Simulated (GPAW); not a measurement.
Crystal: BaH2.

```
Ba H
1.0
     4.46203    0.00000    0.00000
    -2.23101    3.86423    0.00000
     0.00000    0.00000    6.05529
Ba H
2 4
Cartesian
  0.0000 2.5762 1.5138
  2.2310 1.2881 4.5415
  0.0000 0.0000 0.0000
  0.0000 0.0000 3.0276
  2.2310 1.2881 1.5138
  0.0000 2.5762 4.5415
```

The cell comes from a database or a generator and needn't be the stable form of this composition.

- Program: GPAW 26.7.0
- Task: relaxation of cell and atoms
- Functional: PBEsol
- Potentials or basis: PAW data sets generated in the run's folder for this functional
- Cutoff: 600 eV
- Basis: pw
- k mesh: 5 × 5 × 3
- Occupations: fermi-dirac, width 0.05 eV
- Spin: no spin polarisation

At the start: pressure -2.0 GPa; volume 17.40 Å³/atom.

Where does the relaxation end?

Over 9 steps the energy falls by 6.7 meV/atom and the volume is 16.36 Å³/atom (-6.0 %); space group P6_3/mmc (No. 194, to 0.05 Å).

The path:
```csv
step,energy change (eV),largest force (eV/Å),pressure (GPa),volume (Å³)
1,0.0000,0.0000,-1.95,104.41
2,-0.0018,0.0000,-1.91,104.25
3,-0.0347,0.0000,0.12,98.24
4,-0.0350,0.0000,0.00,98.55
5,-0.0353,0.0000,-0.05,98.67
6,-0.0364,0.0000,-0.22,98.99
7,-0.0379,0.0000,-0.33,99.08
8,-0.0394,0.0000,-0.30,98.72
9,-0.0399,0.0000,-0.14,98.14
```

Final structure:
```xyz
6
Lattice="4.4066 0.0000 0.0000 -2.2033 3.8163 0.0000 0.0000 0.0000 5.8356" Properties=species:S:1:pos:R:3 pbc="T T T"
Ba    0.0000    2.5442    1.4589
Ba    2.2033    1.2721    4.3767
H     0.0000    0.0000    0.0000
H     0.0000    0.0000    2.9178
H     2.2033    1.2721    1.4589
H     0.0000    2.5442    4.3768
```

Caveat: later steps reuse the first step's grids.
